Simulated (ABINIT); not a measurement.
# SiO2 (P4_2/mnm) in ABINIT: band structure with r2SCAN

Aim: the band structure of SiO2 with r2SCAN.

All numbers are computed with ABINIT 10.8.3 (patched build); they aren't measurements. Logs are shortened: lines on timing, memory, paths and dates and some standing lists are left out, and cuts for length are marked. The log counts tension as positive stress, the text compression.

## Step 1: Starting point

It takes space group P4_2/mnm (No. 136, tetragonal). The conventional cell has a = 4.233 Å, b = 4.233 Å, c = 2.693 Å, α = 90.00°, β = 90.00°, γ = 90.00°. Around Si (site symmetry mmm) lie 6 O at 1.78 to 1.84 Å. O (site symmetry m2m) is surrounded by 3 Si at 1.78 to 1.84 Å.

The cell comes from a database or a generator and needn't be the stable form of this composition.

## Step 2: Band structure, r2SCAN

run.abi reads:

```
# Datasets: ground state, then fixed potential
ndtset 2

# Pseudopotentials
pp_dirpath "./"
pseudos "Si.GGA_PBE-JTH.xml, O.GGA_PBE-JTH.xml"

# Structure
acell 4.233169 4.233169 2.693495 Angstrom
rprim
     1.0000000000     0.0000000000     0.0000000000
     0.0000000000     1.0000000000     0.0000000000
     0.0000000000     0.0000000000     1.0000000000
ntypat 2
znucl 14 8
natom 6
typat 1 1 2 2 2 2
xred
     0.0000000000     0.0000000000     0.0000000000
     0.5000000000     0.5000000000     0.5000000000
     0.8068390000     0.1931610000     0.5000000000
     0.3068390000     0.3068390000     0.0000000000
     0.1931610000     0.8068390000     0.5000000000
     0.6931610000     0.6931610000     0.0000000000

# Plane-wave basis
ecut 28.0
pawecutdg 50.0

# Exchange and correlation
ixc -497498
usekden 1
pawxcdev 0

# Bands and occupations
occopt 3
tsmear 0.05 eV

# SCF cycle
nstep 100

# Output
iomode 3
prtwf 0
prteig 0
prtebands 0
prtden1 1
prtkden1 1

# Dataset 1
kptopt1 1
ngkpt1 6 6 10
nshiftk1 1
shiftk1 0.0 0.0 0.0
nband1 20
tolvrs1 1.0e-7

# Dataset 2: bands along G-X-M-G-Z-R-A-Z
iscf2 -2
getden2 1
getkden2 1
nband2 26
nbdbuf2 4
tolwfr2 1.0e-11
kptopt2 -7
ndivsm2 6
prteig2 1
kptbounds2
     0.0000000000     0.0000000000     0.0000000000
     0.0000000000     0.5000000000     0.0000000000
     0.5000000000     0.5000000000     0.0000000000
     0.0000000000     0.0000000000     0.0000000000
     0.0000000000     0.0000000000     0.5000000000
     0.0000000000     0.5000000000     0.5000000000
     0.5000000000     0.5000000000     0.5000000000
     0.0000000000     0.0000000000     0.5000000000
```

Potentials or basis: JTH PAW PBE v2.0.

Command:

```console
$ abinit run.abi > log 2>&1
```

run.abo:

```text
.Version 10.8.3 of ABINIT
 DATASET    1 : space group P4_2/m n m (#136); Bravais tP (primitive tetrag.)
================================================================================
 Values of the parameters that define the memory need for DATASET  1.
     intxc =       0    ionmov =       0      iscf =      17    lmnmax =       8
     lnmax =       4     mgfft =      40  mpssoang =       2    mqgrid =    3001
     natom =       6  nloc_mem =       2    nspden =       1   nspinor =       1
    nsppol =       1      nsym =      16    n1xccc =       1    ntypat =       2
    occopt =       3   xclevel =       2
       mpw =        2340          nfft =       43200          nkpt =          60
 PAW method is used; the additional fine FFT grid is defined by:
   mgfftf=        54    nfftf =    104976
================================================================================
================================================================================

 DATASET    2 : space group P4_2/m n m (#136); Bravais tP (primitive tetrag.)
================================================================================
 Values of the parameters that define the memory need for DATASET  2.
     intxc =       0    ionmov =       0      iscf =      -2    lmnmax =       8
     lnmax =       4     mgfft =      40  mpssoang =       2    mqgrid =    3001
     natom =       6  nloc_mem =       2    nspden =       1   nspinor =       1
    nsppol =       1      nsym =      16    n1xccc =       1    ntypat =       2
    occopt =       3   xclevel =       2
       mpw =        2344          nfft =       43200          nkpt =          50
 PAW method is used; the additional fine FFT grid is defined by:
   mgfftf=        54    nfftf =    104976
================================================================================
================================================================================

--------------------------------------------------------------------------------
------------- Echo of variables that govern the present computation ------------
--------------------------------------------------------------------------------
 -outvars: echo values of preprocessed input variables --------
            acell      7.9995300547E+00  7.9995300547E+00  5.0899678715E+00 Bohr
              amu      2.80855000E+01  1.59994000E+01
             ecut      2.80000000E+01 Hartree
           getden1          0
           getden2          1
          getkden1          0
          getkden2          1
             iscf1         17
             iscf2         -2
                       outvar_i_n : Printing only first  50 k-points.
              ixc     -497498
           jdtset        1    2
                       outvar_i_n : Printing only first  50 k-points.
           kptopt1          1
           kptopt2         -7
         kptrlatt        6    0    0      0    6    0      0    0   10
          kptrlen1     4.79971803E+01
          kptrlen2     3.00000000E+01
            natom           6
            nband1         20
            nband2         26
           nbdbuf1          0
           nbdbuf2          4
           ndtset           2
           ndivsm1          0
           ndivsm2          6
            ngfft          40      40      27
          ngfftdg          54      54      36
             nkpt1         60
             nkpt2         50
            nstep         100
             nsym          16
           ntypat           2
                       prtocc : prtvol=0, do not print more k-points.
           occopt           3
        pawecutdg      5.00000000E+01 Hartree
         pawxcdev           0
        prtebands           0
           prteig1          0
           prteig2          1
          prtkden           1
            prtwf           0
           shiftk1     0.00000000E+00  0.00000000E+00  0.00000000E+00
           shiftk2     5.00000000E-01  5.00000000E-01  5.00000000E-01
          spgroup         136
           tolvrs1     1.00000000E-07
           tolvrs2     0.00000000E+00
           tolwfr1     0.00000000E+00
           tolwfr2     1.00000000E-11
           tsmear      1.83746611E-03 Hartree
            typat      1  1  2  2  2  2
          usekden           1
           useylm           1
                       outvars : Printing only first  50 k-points.
           xangst      0.0000000000E+00  0.0000000000E+00  0.0000000000E+00
                       2.1165845000E+00  2.1165845000E+00  1.3467475000E+00
[... 798 lines left out ...]

Result for kinetic energy density :

--------------------------------------------------------------------------------
 Total kinetic energy density [Ha/Bohr^3]
)     Maximum=    2.8175E+00  at reduced coord.    0.1852    0.8148    0.5000
)     Minimum=    6.7186E-03  at reduced coord.    0.5000    0.0000    0.2500
   Integrated=    3.4792E+01
--------------------------------------------------------------------------------

--- !ResultsGS
iteration_state: {dtset: 2, }
comment   : Summary of ground state results
lattice_vectors:
- [  7.9995301,   0.0000000,   0.0000000, ]
- [  0.0000000,   7.9995301,   0.0000000, ]
- [  0.0000000,   0.0000000,   5.0899679, ]
lattice_lengths: [   7.99953,    7.99953,    5.08997, ]
lattice_angles: [ 90.000,  90.000,  90.000, ] # degrees, (23, 13, 12)
lattice_volume:   3.2571967E+02
convergence: {deltae:  0.000E+00, res2:  0.000E+00, residm:  9.993E-12, diffor:  0.000E+00, }
etotal    :  -6.82090062E+01
entropy   :   0.00000000E+00
fermie    :   3.61684654E-01
cartesian_stress_tensor: null
pressure_GPa: null
xred      :
- [  0.0000E+00,   0.0000E+00,   0.0000E+00, Si]
- [  5.0000E-01,   5.0000E-01,   5.0000E-01, Si]
- [  8.0684E-01,   1.9316E-01,   5.0000E-01,  O]
- [  3.0684E-01,   3.0684E-01,   0.0000E+00,  O]
- [  1.9316E-01,   8.0684E-01,   5.0000E-01,  O]
- [  6.9316E-01,   6.9316E-01,   0.0000E+00,  O]
cartesian_forces: null
force_length_stats: {min: null, max: null, mean: null, }
...

 Integrated electronic density in atomic spheres:
 ------------------------------------------------
 Atom  Sphere_radius  Integrated_density
    1        1.90945          1.62079054
    2        1.90945          1.62079054
    3        1.41465          4.71951052
    4        1.41465          4.71951052
    5        1.41465          4.71951052
    6        1.41465          4.71951052

================================================================================

 ----iterations are completed or convergence reached----

 Mean square residual over all n,k,spin=   65.471E-13; max=  99.933E-13
 reduced coordinates (array xred) for    6 atoms
       0.000000000000      0.000000000000      0.000000000000
       0.500000000000      0.500000000000      0.500000000000
       0.806839000000      0.193161000000      0.500000000000
       0.306839000000      0.306839000000      0.000000000000
       0.193161000000      0.806839000000      0.500000000000
       0.693161000000      0.693161000000      0.000000000000

 cartesian coordinates (angstrom) at end:
    1      0.00000000000000     0.00000000000000     0.00000000000000
    2      2.11658450000000     2.11658450000000     1.34674750000000
    3      3.41548584279100     0.81768315720900     1.34674750000000
    4      1.29890134279100     1.29890134279100     0.00000000000000
    5      0.81768315720900     3.41548584279100     1.34674750000000
    6      2.93426765720900     2.93426765720900     0.00000000000000
 length scales=  7.999530054683  7.999530054683  5.089967871502 bohr
              =  4.233169000000  4.233169000000  2.693495000000 angstroms
 Eigenvalues (hartree) for nkpt=  50  k points:
 kpt#   1, nband= 26, wtk=  1.00000, kpt=  0.0000  0.0000  0.0000 (reduced coord)
  -0.58468   -0.45882   -0.45882   -0.45154   -0.12875    0.03592    0.03592    0.04595
   0.07272    0.08303    0.15497    0.15497    0.17517    0.23566    0.23566    0.26706
   0.48538    0.54473    0.60596    0.60596    0.70921    0.72751    0.81710    0.81710
   0.87949    0.88595
 kpt#   2, nband= 26, wtk=  1.00000, kpt=  0.0000  0.0833  0.0000 (reduced coord)
  -0.58339   -0.46769   -0.45819   -0.44538   -0.12681    0.02690    0.03555    0.05156
   0.07371    0.09060    0.15218    0.15553    0.17601    0.22987    0.23518    0.26512
   0.48995    0.54688    0.60614    0.60669    0.71444    0.72967    0.80945    0.81068
   0.87812    0.88628
 kpt#   3, nband= 26, wtk=  1.00000, kpt=  0.0000  0.1667  0.0000 (reduced coord)
  -0.57954   -0.48133   -0.45636   -0.43958   -0.12116    0.00848    0.03862    0.06389
   0.07669    0.10448    0.14526    0.15717    0.17723    0.21415    0.23383    0.25939
   0.50229    0.55308    0.60795    0.60871    0.72622    0.73608    0.79015    0.79727
   0.87292    0.88661
 kpt#   4, nband= 26, wtk=  1.00000, kpt=  0.0000  0.2500  0.0000 (reduced coord)
  -0.57320   -0.49636   -0.45347   -0.43669   -0.11224   -0.01214    0.04742    0.07964
[... 219 lines left out ...]
  -0.48952   -0.48846   -0.43444   -0.43247   -0.09009   -0.06775    0.00416    0.01000
   0.01788    0.04924    0.10254    0.13157    0.16363    0.16690    0.17180    0.18215
   0.61128    0.63140    0.68818    0.75450    0.76750    0.76830    0.79629    0.81529
   0.82292    0.84252
 kpt#  49, nband= 26, wtk=  1.00000, kpt=  0.0625  0.0625  0.5000 (reduced coord)
  -0.49063   -0.49034   -0.43221   -0.43166   -0.08234   -0.07599    0.01619    0.01935
   0.02686    0.04105    0.10231    0.11278    0.16050    0.16140    0.17149    0.17451
   0.61993    0.62562    0.72329    0.75843    0.76344    0.78696    0.79494    0.80096
   0.81267    0.82647
 kpt#  50, nband= 26, wtk=  1.00000, kpt=  0.0000  0.0000  0.5000 (reduced coord)
  -0.49102   -0.49102   -0.43137   -0.43137   -0.07918   -0.07918    0.01852    0.01852
   0.03896    0.03896    0.10225    0.10225    0.15945    0.15945    0.17159    0.17159
   0.62295    0.62295    0.75942    0.75942    0.76189    0.76189    0.80319    0.80319
   0.81110    0.81110

== END DATASET(S) ==============================================================
================================================================================

 -outvars: echo values of variables after computation  --------
            acell      7.9995300547E+00  7.9995300547E+00  5.0899678715E+00 Bohr
           etotal1    -6.8209006169E+01
            fcart1    -0.0000000000E+00 -0.0000000000E+00 -0.0000000000E+00
                      -0.0000000000E+00 -0.0000000000E+00 -0.0000000000E+00
                       2.2288979324E-03 -2.2288979324E-03 -0.0000000000E+00
                       2.2288979324E-03  2.2288979324E-03 -0.0000000000E+00
                      -2.2288979324E-03  2.2288979324E-03 -0.0000000000E+00
                      -2.2288979324E-03 -2.2288979324E-03 -0.0000000000E+00
           strten1     4.1034866079E-04  4.1034866079E-04  4.9834446610E-04
                       0.0000000000E+00  0.0000000000E+00  0.0000000000E+00
           xangst      0.0000000000E+00  0.0000000000E+00  0.0000000000E+00
                       2.1165845000E+00  2.1165845000E+00  1.3467475000E+00
                       3.4154858428E+00  8.1768315721E-01  1.3467475000E+00
                       1.2989013428E+00  1.2989013428E+00  0.0000000000E+00
                       8.1768315721E-01  3.4154858428E+00  1.3467475000E+00
                       2.9342676572E+00  2.9342676572E+00  0.0000000000E+00
             xred      0.0000000000E+00  0.0000000000E+00  0.0000000000E+00
                       5.0000000000E-01  5.0000000000E-01  5.0000000000E-01
                       8.0683900000E-01  1.9316100000E-01  5.0000000000E-01
                       3.0683900000E-01  3.0683900000E-01  0.0000000000E+00
                       1.9316100000E-01  8.0683900000E-01  5.0000000000E-01
                       6.9316100000E-01  6.9316100000E-01  0.0000000000E+00
 Calculation completed.
```

It took 9.5 min on 1 thread of Arm Neoverse V2, shared host; peak memory 0.21 GiB.

What came out:

```yaml
Free_energy: -1856.0616 eV
Pressure: -12.9 GPa
Largest_force: 0.162 eV/Å
Band_gap_on_the_k_mesh: 5.94 eV, direct
Band_gap_along_the_path: 5.94 eV, direct
Valence_electrons_inside_the_program's_atomic_spheres: Si 1.62; O 4.72
```

Forces in eV/Å, atoms in the order of the input:
```
Si   0.000  0.000  0.000
Si   0.000  0.000  0.000
O    0.115 -0.115  0.000
O    0.115  0.115  0.000
O   -0.115  0.115  0.000
O   -0.115 -0.115  0.000
```

Stress tensor (GPa, compression positive):
```
-12.07   0.00   0.00
  0.00 -12.07   0.00
  0.00   0.00 -14.66
```

Levels at the corners of the path, in eV from the valence-band top:
```csv
point,band 14,band 15,band 16,band 17,band 18,band 19
Γ,-0.85,-0.85,0.00,5.94,7.56,9.22
X,-2.63,-1.05,-1.05,8.27,8.27,9.82
M,-2.57,-2.21,-2.21,8.01,8.01,10.74
Γ,-0.85,-0.85,0.00,5.94,7.56,9.22
Z,-2.93,-2.60,-2.60,9.68,9.68,13.40
R,-2.22,-1.72,-1.72,9.49,9.49,10.48
A,-1.74,-1.52,-1.52,7.78,7.78,11.70
Z,-2.93,-2.60,-2.60,9.68,9.68,13.40
```

Caveat: the PAW data sets were made with another functional, which shifts forces and pressure a little.
